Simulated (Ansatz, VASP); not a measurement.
# One calculation of AgCl, two programs

```
Ag Cl
1.0
     3.36387    0.00000    0.00000
     0.00000    3.36387    0.00000
     0.00000    0.00000    3.36387
Ag Cl
1 1
Direct
  0.00000 0.00000 0.00000
  0.50000 0.50000 0.50000
```

Change from the starting cell: volume scaled by 0.94.

Alike in both runs: task single point; functional PBE; k mesh 8 × 8 × 8; occupations fermi-dirac, width 0.05 eV; no spin polarisation.

```csv
,VASP,Ansatz
version,VASP 6.6.1,Ansatz 0.2.0
potentials or method,"VASP PAW PBE potentials, release 64 (Ag, Cl)",Ansatz PAW
plane-wave cutoff (eV),520,420
valence electrons in the cell,18,26
```

```tsv
	VASP	Ansatz	Ansatz less VASP
gap on the k mesh at the Fermi level (eV)	0.60	0.60	0.000
least direct gap on the mesh (eV)	2.30	2.30	-0.001
pressure (GPa)	3.1	3.3	+0.16
```

The two sets of potentials don't hold the same shells in valence.

A k mesh can miss the band edges.
